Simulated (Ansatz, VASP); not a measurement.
Two plane-wave programs on CdS (Greenockite)

INCAR

```
  PREC = Accurate
  ENCUT = 520
  EDIFF = 1E-6
  ISMEAR = 0
  SIGMA = 0.013000000000000001
  LREAL = False
  LASPH = True
  NELM = 80
  ALGO = Normal
  ISIF = 2
  LWAVE = False
  LCHARG = False
  GGA = PE
```

File KPOINTS:

```
regular mesh
0
Gamma
  7 7 4
```

POSCAR

```
CdS
1.0
    4.1500000000      0.0000000000      0.0000000000
   -2.0750000000      3.5940054257      0.0000000000
    0.0000000000      0.0000000000      6.7370000000
Cd S
2 2
Direct
    0.6666666667      0.3333333333      0.5000000000
    0.3333333333      0.6666666667      0.0000000000
    0.6666666667      0.3333333333      0.8750000000
    0.3333333333      0.6666666667      0.3750000000
```

Contents of input.yaml:

```yaml
crystal:
  lattice:
    - [4.15, 0.0, 0.0]
    - [-2.075, 3.5940054257, 0.0]
    - [0.0, 0.0, 6.737]
  atoms:
    - { symbol: Cd, position: [0.6666666667, 0.3333333333, 0.5] }
    - { symbol: Cd, position: [0.3333333333, 0.6666666667, 0.0] }
    - { symbol: S, position: [0.6666666667, 0.3333333333, 0.875] }
    - { symbol: S, position: [0.3333333333, 0.6666666667, 0.375] }
hamiltonian:
  xc: pbe
  pseudopotentials: { kind: paw }
kpoints:
  mp_grid: { grid: [7, 7, 4] }
scf:
  occupations: { method: gaussian, width: 0.013 }
output:
  forces: true
  stress: true
  eigenvalues: true
```

Alike in both runs: task single point; functional PBE; k mesh 7 × 7 × 4; occupations gaussian, width 0.013 eV; no spin polarisation.

|  | VASP | Ansatz |
| --- | --- | --- |
| version | VASP 6.6.1 | Ansatz 0.2.0 |
| potentials or method | VASP PAW PBE potentials, release 64 (Cd, S) | Ansatz PAW |
| plane-wave cutoff (eV) | 520 | 420 |
| valence electrons in the cell | 36 | 52 |

```tsv
	VASP	Ansatz	Ansatz less VASP
gap on the k mesh at the Fermi level (eV)	1.20	1.20	-0.002
least direct gap on the mesh (eV)	1.20	1.20	-0.002
pressure (GPa)	2.4	2.1	-0.34
largest component of the traceless stress (GPa)	0.44	0.42	-0.014
rms of the force components (eV/Å)	0.040	0.039	-0.0008
```

Atom by atom the forces differ by 0.001 eV/Å (rms over components). With one functional, cell and mesh, what is left measures potentials, basis and numerics. The two sets of potentials don't hold the same shells in valence.

Caveats: odd divisions of the mesh miss points on the zone boundary, where band edges often lie, so the gap on the mesh can be too wide (Ansatz). PBE gaps usually lie below the measured ones, often by a third to a half.
